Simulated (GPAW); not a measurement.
# GaN (F-43m) in GPAW: further runs, part 2 of 2

GPAW 26.7.0. The steps go on from the part before.

### Step 5. Band structure, optPBE-vdW, spin-orbit coupling, no magnetisation

File run.py:

```python
import numpy as np
import spglib
from ase import Atoms
from ase.dft.bandgap import bandgap
from ase.io import read, write
from gpaw import GPAW, PW
from gpaw.spinorbit import soc_eigenstates

atoms = read('GaN.cif')
cell, positions, numbers = spglib.find_primitive(
    (atoms.cell[:], atoms.get_scaled_positions(), atoms.numbers), symprec=1e-4)
atoms = Atoms(numbers, cell=cell, scaled_positions=positions, pbc=True)

calc = GPAW(mode=PW(800),
            xc={'name': 'optPBE-vdW', 'backend': 'libvdwxc'},
            kpts={'size': (10, 10, 10), 'gamma': True},
            occupations={'name': 'fermi-dirac', 'width': 0.05},
            nbands=11,
            convergence={'density': 1e-05, 'energy': 1e-05},
            maxiter=150,
            txt='gpaw.txt')
atoms.calc = calc
energy = atoms.get_potential_energy()
forces = atoms.get_forces()
calc.write('gs.gpw')
write('result.traj', atoms)
print(f'Energy: {energy:.6f} eV')
print('Forces (eV/A):')
print(forces.round(4))
print('Fermi level:', round(calc.get_fermi_level(), 4), 'eV')
print(f'Gap: {bandgap(calc)[0]:.4f} eV, direct: {bandgap(calc, direct=True)[0]:.4f} eV')

path = atoms.cell.bandpath('GXWKGLUWLK,UX', npoints=60, eps=1e-4)
bs_calc = calc.fixed_density(kpts=path, symmetry='off', nbands=19,
                             convergence={'bands': 'CBM+6.0', 'eigenstates': 1e-6}, txt='bands.txt')
bs = bs_calc.band_structure()
bs.write('bs.json')
print(f'Gap on the path: {bandgap(bs_calc)[0]:.4f} eV')

soc = soc_eigenstates(bs_calc, theta=90, phi=0)
np.savetxt('soc_bands.dat', soc.eigenvalues(), fmt='%.4f')
mesh = soc_eigenstates('gs.gpw', theta=90, phi=0)
np.savetxt('soc_mesh.dat', mesh.eigenvalues(), fmt='%.4f')
print('Fermi level with spin-orbit coupling:', round(mesh.fermi_level, 4), 'eV')
```

File GaN.cif:

```cif
data_GaN
_cell_length_a 4.50700122
_cell_length_b 4.50700122
_cell_length_c 4.50700122
_cell_angle_alpha 90.00000000
_cell_angle_beta 90.00000000
_cell_angle_gamma 90.00000000
_space_group_name_H-M_alt 'F-43m'
_space_group_name_Hall 'F -4 2 3'
_space_group_IT_number 216
loop_
_space_group_symop_operation_xyz
'x,y,z'
'y,-x,-z'
'-x,-y,z'
'-y,x,-z'
'x,-y,-z'
'y,x,z'
'-x,y,-z'
'-y,-x,z'
'z,x,y'
'-z,y,-x'
'z,-x,-y'
'-z,-y,x'
'-z,x,-y'
'z,y,x'
'-z,-x,y'
'z,-y,-x'
'y,z,x'
'-x,-z,y'
'-y,z,-x'
'x,-z,-y'
'-y,-z,x'
'x,z,y'
'y,-z,-x'
'-x,z,-y'
'x,y+1/2,z+1/2'
'y,-x+1/2,-z+1/2'
'-x,-y+1/2,z+1/2'
'-y,x+1/2,-z+1/2'
'x,-y+1/2,-z+1/2'
'y,x+1/2,z+1/2'
'-x,y+1/2,-z+1/2'
'-y,-x+1/2,z+1/2'
'z,x+1/2,y+1/2'
'-z,y+1/2,-x+1/2'
'z,-x+1/2,-y+1/2'
'-z,-y+1/2,x+1/2'
'-z,x+1/2,-y+1/2'
'z,y+1/2,x+1/2'
'-z,-x+1/2,y+1/2'
'z,-y+1/2,-x+1/2'
'y,z+1/2,x+1/2'
'-x,-z+1/2,y+1/2'
'-y,z+1/2,-x+1/2'
'x,-z+1/2,-y+1/2'
'-y,-z+1/2,x+1/2'
'x,z+1/2,y+1/2'
'y,-z+1/2,-x+1/2'
'-x,z+1/2,-y+1/2'
'x+1/2,y,z+1/2'
'y+1/2,-x,-z+1/2'
'-x+1/2,-y,z+1/2'
'-y+1/2,x,-z+1/2'
'x+1/2,-y,-z+1/2'
'y+1/2,x,z+1/2'
'-x+1/2,y,-z+1/2'
'-y+1/2,-x,z+1/2'
'z+1/2,x,y+1/2'
'-z+1/2,y,-x+1/2'
'z+1/2,-x,-y+1/2'
'-z+1/2,-y,x+1/2'
'-z+1/2,x,-y+1/2'
'z+1/2,y,x+1/2'
'-z+1/2,-x,y+1/2'
'z+1/2,-y,-x+1/2'
'y+1/2,z,x+1/2'
'-x+1/2,-z,y+1/2'
'-y+1/2,z,-x+1/2'
'x+1/2,-z,-y+1/2'
'-y+1/2,-z,x+1/2'
'x+1/2,z,y+1/2'
'y+1/2,-z,-x+1/2'
'-x+1/2,z,-y+1/2'
'x+1/2,y+1/2,z'
'y+1/2,-x+1/2,-z'
'-x+1/2,-y+1/2,z'
'-y+1/2,x+1/2,-z'
'x+1/2,-y+1/2,-z'
'y+1/2,x+1/2,z'
'-x+1/2,y+1/2,-z'
'-y+1/2,-x+1/2,z'
'z+1/2,x+1/2,y'
'-z+1/2,y+1/2,-x'
'z+1/2,-x+1/2,-y'
'-z+1/2,-y+1/2,x'
'-z+1/2,x+1/2,-y'
'z+1/2,y+1/2,x'
'-z+1/2,-x+1/2,y'
'z+1/2,-y+1/2,-x'
'y+1/2,z+1/2,x'
'-x+1/2,-z+1/2,y'
'-y+1/2,z+1/2,-x'
'x+1/2,-z+1/2,-y'
'-y+1/2,-z+1/2,x'
'x+1/2,z+1/2,y'
'y+1/2,-z+1/2,-x'
'-x+1/2,z+1/2,-y'
loop_
_atom_site_label
_atom_site_type_symbol
_atom_site_symmetry_multiplicity
_atom_site_Wyckoff_symbol
_atom_site_fract_x
_atom_site_fract_y
_atom_site_fract_z
_atom_site_occupancy
Ga1 Ga 4 a 0.0000000000 0.0000000000 0.0000000000 1
N1 N 4 d 0.2500000000 0.2500000000 0.7500000000 1
```

Potentials or basis: GPAW PAW data sets (gpaw-data 1.2.1), pw.

Launch:

```sh
$ OMP_NUM_THREADS=1 python run.py
```

Run time: 20 s. Hardware: 1 thread of Intel Xeon Platinum 8488C (Sapphire Rapids), shared host; peak memory 0.26 GiB.

It converged, with:

| Quantity | Value |
| --- | --- |
| Free energy | -30.9567 eV |
| Band gap on the k mesh | 1.94 eV, direct |
| Band gap along the path | 1.94 eV, direct |

Levels at the corners of the path, in eV from the valence-band top:
```csv
point,band 5,band 6,band 7,band 8,band 9,band 10,band 11,band 12
Γ,0.00,0.00,0.00,0.00,1.94,1.94,10.22,10.22
X,-2.65,-2.65,-2.60,-2.60,3.52,3.52,6.82,6.82
W,-3.72,-3.71,-3.55,-3.49,6.38,6.39,8.50,8.51
K,-4.22,-4.18,-2.12,-2.12,5.17,5.17,8.00,8.00
Γ,0.00,0.00,0.00,0.00,1.94,1.94,10.22,10.22
L,-0.96,-0.96,-0.93,-0.93,4.83,4.83,8.90,8.90
U,-4.22,-4.18,-2.12,-2.12,5.17,5.17,8.00,8.00
W,-3.72,-3.71,-3.55,-3.49,6.38,6.39,8.50,8.51
L,-0.96,-0.96,-0.93,-0.93,4.83,4.83,8.90,8.90
K,-4.22,-4.18,-2.12,-2.12,5.17,5.17,8.00,8.00
U,-4.22,-4.18,-2.12,-2.12,5.17,5.17,8.00,8.00
X,-2.65,-2.65,-2.60,-2.60,3.52,3.52,6.82,6.82
```

Caveat: spin-orbit coupling was added after a scalar SCF, so levels and gaps hold it while energy, forces, pressure and moments don't; this program's spin-orbit splittings come out too wide for heavy elements; the PAW data sets were made with another functional, which shifts forces and pressure a little.

### Step 6. Band structure, rSCAN, spin-orbit coupling, no magnetisation

File run.py:

```python
import numpy as np
from ase.dft.bandgap import bandgap
from ase.io import read, write
from ase.units import GPa
from gpaw import GPAW, PW
from gpaw.spinorbit import soc_eigenstates

atoms = read('GaN.cif')

calc = GPAW(mode=PW(800),
            xc='MGGA_X_RSCAN+MGGA_C_RSCAN',
            kpts={'size': (10, 10, 10), 'gamma': True},
            occupations={'name': 'fermi-dirac', 'width': 0.05},
            nbands=11,
            convergence={'density': 1e-05, 'energy': 1e-05},
            maxiter=150,
            txt='gpaw.txt')
atoms.calc = calc
energy = atoms.get_potential_energy()
forces = atoms.get_forces()
stress = atoms.get_stress()
calc.write('gs.gpw')
write('result.traj', atoms)
print(f'Energy: {energy:.6f} eV')
print('Forces (eV/A):')
print(forces.round(4))
print('Stress (GPa):', (stress / GPa).round(3))
print('Fermi level:', round(calc.get_fermi_level(), 4), 'eV')
print(f'Gap: {bandgap(calc)[0]:.4f} eV, direct: {bandgap(calc, direct=True)[0]:.4f} eV')

path = atoms.cell.bandpath('GXWKGLUWLK,UX', npoints=80, eps=1e-4)
bs_calc = calc.fixed_density(kpts=path, symmetry='off', nbands=19,
                             convergence={'bands': 'CBM+6.0', 'eigenstates': 1e-6}, txt='bands.txt')
bs = bs_calc.band_structure()
bs.write('bs.json')
print(f'Gap on the path: {bandgap(bs_calc)[0]:.4f} eV')

soc = soc_eigenstates(bs_calc, theta=0, phi=0, ignore_xc_potential=True)
np.savetxt('soc_bands.dat', soc.eigenvalues(), fmt='%.4f')
mesh = soc_eigenstates('gs.gpw', theta=0, phi=0, ignore_xc_potential=True)
np.savetxt('soc_mesh.dat', mesh.eigenvalues(), fmt='%.4f')
print('Fermi level with spin-orbit coupling:', round(mesh.fermi_level, 4), 'eV')
```

File GaN.cif:

```cif
data_GaN
_cell_length_a 3.18693112
_cell_length_b 3.18693112
_cell_length_c 3.18693112
_cell_angle_alpha 60.00000000
_cell_angle_beta 60.00000000
_cell_angle_gamma 60.00000000
_space_group_name_H-M_alt 'P1'
_space_group_name_Hall 'P 1'
_space_group_IT_number 1
loop_
_space_group_symop_operation_xyz
'x,y,z'
loop_
_atom_site_label
_atom_site_type_symbol
_atom_site_symmetry_multiplicity
_atom_site_Wyckoff_symbol
_atom_site_fract_x
_atom_site_fract_y
_atom_site_fract_z
_atom_site_occupancy
Ga1 Ga 1 a 0.0000000000 0.0000000000 0.0000000000 1
N1 N 1 a 0.2500000000 0.2500000000 0.2500000000 1
```

Potentials or basis: GPAW PAW data sets (gpaw-data 1.2.1), pw.

Launch:

```sh
$ OMP_NUM_THREADS=1 python run.py
```

gpaw.txt:

```text
__  _  _
 | _ |_)|_||  |
 |__||  | ||/\| - 26.7.0

Input parameters:
  mode=PW(ecut=800.0),
  convergence={'density': 1e-05, 'energy': 1e-05},
  kpts=MonkhorstPack(size=(10, 10, 10), gamma=True),
  maxiter=150,
  nbands=11,
  occupations=Occupations(name='fermi-dirac', width=0.05),
  xc=XC(name='MGGA_X_RSCAN+MGGA_C_RSCAN')

Diagonalizing LCAO Hamiltonian
Converting LCAO to pw mode

            N
       Ga

Atoms  # Å, Bohr magnetons
|   | symbol |        x |        y |        z |    initial magnetic moments |
|---|--------|----------|----------|----------|-----------------------------|
| 0 |     Ga | 0.000000 | 0.000000 | 0.000000 | ( 0.0000,  0.0000,  0.0000) |
| 1 |      N | 1.593466 | 0.919988 | 0.650530 | ( 0.0000,  0.0000,  0.0000) |

Unit cell  # Å
| periodic |        x |        y |        z |  lengths |    angles |
|----------|----------|----------|----------|----------|-----------|
|      yes | 3.186931 | 0.000000 | 0.000000 | 3.186931 | 60.000000 |
|      yes | 1.593466 | 2.759963 | 0.000000 | 3.186931 | 60.000000 |
|      yes | 1.593466 | 0.919988 | 2.602118 | 3.186931 | 60.000000 |

Number of symmetries: 24
Symmetry operations  # r_c * U_cc + t_c -> r_c
|    | kind |            matrix            |
|----|------|------------------------------|
|  0 |  E   |  1, 0, 0,  0, 1, 0,  0, 0, 1 |
|  1 |  σ   |  1, 0, 0,  0, 0, 1,  0, 1, 0 |
|  2 |  σ   |  1, 0,-1,  0, 1,-1,  0, 0,-1 |
|  3 |  C3  |  1, 0,-1,  0, 0,-1,  0, 1,-1 |
|  4 |  C3  |  1,-1, 0,  0,-1, 1,  0,-1, 0 |
|  5 |  σ   |  1,-1, 0,  0,-1, 0,  0,-1, 1 |
|  6 |  σ   |  0, 1, 0,  1, 0, 0,  0, 0, 1 |
|  7 |  C3  |  0, 1, 0,  0, 0, 1,  1, 0, 0 |
[... 147 lines left out ...]
SCF iterations
|iter     | |      energy | eigst |  dens |
|---------|-|-------------|-------|-------|
|iter:   1| |  -34.287081 | -0.19 |       |
|iter:   2| |  -30.423346 | -1.30 | -0.57 |
|iter:   3| |  -29.439912 | -0.70 | -0.63 |
|iter:   4| |  -29.490129 | -2.24 | -1.22 |
|iter:   5| |  -29.496458 | -3.01 | -1.54 |
|iter:   6| |  -29.496414 | -4.68 | -2.63 |
|iter:   7| |  -29.496425c| -5.83 | -3.10 |
|iter:   8| |  -29.496426c| -7.62c| -4.12 |
|iter:   9| |  -29.496426c| -7.62c| -4.62 |
|iter:  10| |  -29.496426c| -8.77c| -5.84c|

Converged in 10 steps
Energy contributions relative to reference atoms: (reference = -54366.393033)

Energy contributions:
  Kinetic:          32.190949
  Coulomb:         -27.928492
  Zero:              0.124430
  External:          0.000000
  Xc:              -33.883313
  Entropy:          -0.000000
  Spinorbit:         0.000000
  ----------------------------
  Free energy:     -29.496426
  Extrapolated:    -29.496426

dipole moment: (-17.677231, -10.205954, -7.216699)  # |e|*Ang

Fermi level: 6.991
Eigenvalues  # (at kpt = [0.000, 0.000, 0.000])
| band index |      eig [eV] | occ [0-2] |
|------------|---------------|-----------|
|          0 |       -10.566 |     2.000 |
|          1 |         6.038 |     2.000 |
|          2 |         6.039 |     2.000 |
|          3 |         6.039 |     2.000 |
|          4 |         8.344 |     0.000 |
|          5 |        17.136 |     0.000 |
|          6 |        17.136 |     0.000 |
|          7 |        17.136 |     0.000 |
|          8 |        24.663 |     0.000 |
|          9 |        25.024 |     0.000 |
|         10 |        25.090 |     0.000 |

Gap: 2.305 eV
Transition (v -> c):
  (s=0, k=0, n=3, [0.00, 0.00, 0.00]) -> (s=0, k=0, n=4, [0.00, 0.00, 0.00])
No difference between direct/indirect transitions

Forces  # eV/Ang
|        x |        y |       z |
|----------|----------|---------|
| -0.00000 | -0.00000 | 0.00000 |  # Ga   0
| -0.00000 |  0.00000 | 0.00000 |  # N    1

Stress tensor  # eV/Ang^3
|         x |         y |         z |
|-----------|-----------|-----------|
| -0.028048 | -0.000000 |  0.000000 |
| -0.000000 | -0.028048 |  0.000000 |
| -0.000000 | -0.000000 | -0.028048 |

# Writing to gs.gpw (mode='')
```

bands.txt:

```text
Diagonalizing LCAO Hamiltonian
Converting LCAO to pw mode
convergence criteria:
- Maximum integral of absolute [eigenst]ate change: 1e-06 eV^2 / valence electron
maximum number of iterations: 150

SCF iterations
|iter     | |      energy | eigst |  dens |
|---------|-|-------------|-------|-------|
[... 85 lines left out ...]
         [0.40277778, 0.40277778, 0.69444444],
         [0.38888889, 0.38888889, 0.72222222],
         [0.375     , 0.375     , 0.75      ],
         [0.625     , 0.25      , 0.625     ],
         [0.59375   , 0.1875    , 0.59375   ],
         [0.5625    , 0.125     , 0.5625    ],
         [0.53125   , 0.0625    , 0.53125   ],
         [0.5       , 0.        , 0.5       ]])),
  maxiter=150,
  nbands=19,
  occupations=Occupations(name='fermi-dirac', width=0.05),
  symmetry=Symmetry(point_group=False, time_reversal=False),
  xc=XC(name='MGGA_X_RSCAN+MGGA_C_RSCAN')
```

It took 59 s on 1 thread of Intel Xeon Platinum 8488C (Sapphire Rapids), shared host; peak memory 0.3 GiB.

What came out:

```yaml
Free_energy: -29.4964 eV
Pressure: 4.5 GPa
Band_gap_on_the_k_mesh: 2.30 eV, direct
Band_gap_along_the_path: 2.30 eV, direct
```

Levels at the corners of the path, in eV from the valence-band top:
```
point  band 6  band 7  band 8  band 9  band 10  band 11
    Γ    0.00    0.00    0.00    2.30     2.30    10.87
    X   -2.74   -2.70   -2.70    3.85     3.85     7.33
    W   -3.83   -3.63   -3.58    6.81     6.82     9.23
    K   -4.30   -2.19   -2.19    5.56     5.56     8.64
    Γ    0.00    0.00    0.00    2.30     2.30    10.87
    L   -1.00   -0.96   -0.96    5.30     5.30     9.56
    U   -4.30   -2.19   -2.19    5.56     5.56     8.64
    W   -3.83   -3.63   -3.58    6.81     6.82     9.23
    L   -1.00   -0.96   -0.96    5.30     5.30     9.56
    K   -4.30   -2.19   -2.19    5.56     5.56     8.64
    U   -4.30   -2.19   -2.19    5.56     5.56     8.64
    X   -2.74   -2.70   -2.70    3.85     3.85     7.33
```

Caveat: spin-orbit coupling was added after a scalar SCF, so levels and gaps hold it while energy, forces, pressure and moments don't; this program's spin-orbit splittings come out too wide for heavy elements; the PAW data sets were made with another functional, which shifts forces and pressure a little.

### Step 7. Summary

```tsv
task	level	potentials or basis	spin	band path	band points	spin axis theta (degrees)	spin axis phi (degrees)	gap on the mesh (eV)	pressure (GPa)
band structure	TASK	GPAW PAW data sets (gpaw-data 1.2.1), pw	SOC, no magnetisation	GXWKGLUWLK,UX	60	90	45	2.90	11.0
band structure	revPBE	the program's PAW data sets (release 1.2.1) made for this functional, pw	SOC, no magnetisation	GXWKGLUWLK,UX	80	0	0	1.85	15.7
equation of state	revPBE+D3(BJ)	the program's PAW data sets (release 1.2.1) made for this functional, pw	off	-	-	-	-	-	-
band structure	optPBE-vdW	GPAW PAW data sets (gpaw-data 1.2.1), pw	SOC, no magnetisation	GXWKGLUWLK,UX	60	90	0	1.94	-
band structure	rSCAN	GPAW PAW data sets (gpaw-data 1.2.1), pw	SOC, no magnetisation	GXWKGLUWLK,UX	80	0	0	2.30	4.5
```

Alike in all rows: cell as given; k mesh 10 × 10 × 10; cutoff (eV) 800; smearing fermi-dirac 0.05 eV.

Caveats: spin-orbit coupling was added after a scalar SCF, so levels and gaps hold it while energy, forces, pressure and moments don't (some runs); this program's spin-orbit splittings come out too wide for heavy elements (some runs); the PAW data sets were made with another functional, which shifts forces and pressure a little (some runs); so large a pressure means that the cell lies far from this level's equilibrium, or that cutoff or potentials fall short (some runs).

Total energies depend on the potentials used, so only differences within one code and one set of settings carry meaning.

### Step 8. How close it comes

Step 2. Against the measured gap of GaN, 3.299 eV (direct; 0 K; a printed reference work, textbook), the calculated 2.90 eV is off by -0.40 eV. The value is that of TASK, without temperature or zero-point motion. The cell is a database's relaxed one, not the measured one, which moves gaps too.

Step 3. Measured gap of GaN: 3.299 eV (direct; 0 K; a printed reference work, textbook). This calculation gives 1.85 eV (-1.45 eV). The value is that of revPBE, without temperature or zero-point motion. Semilocal functionals fall short of measured gaps as a rule. The cell is a database's relaxed one, not the measured one, which moves gaps too.

Step 5. Measured gap of GaN: 3.299 eV (direct; 0 K; a printed reference work, textbook). This calculation gives 1.94 eV (-1.36 eV). The value is that of optPBE-vdW, without temperature or zero-point motion. The cell is a database's relaxed one, not the measured one, which moves gaps too.

Step 6. Measured gap of GaN: 3.299 eV (direct; 0 K; a printed reference work, textbook). This calculation gives 2.30 eV (-1.00 eV). The value is that of rSCAN, without temperature or zero-point motion. The cell is a database's relaxed one, not the measured one, which moves gaps too.
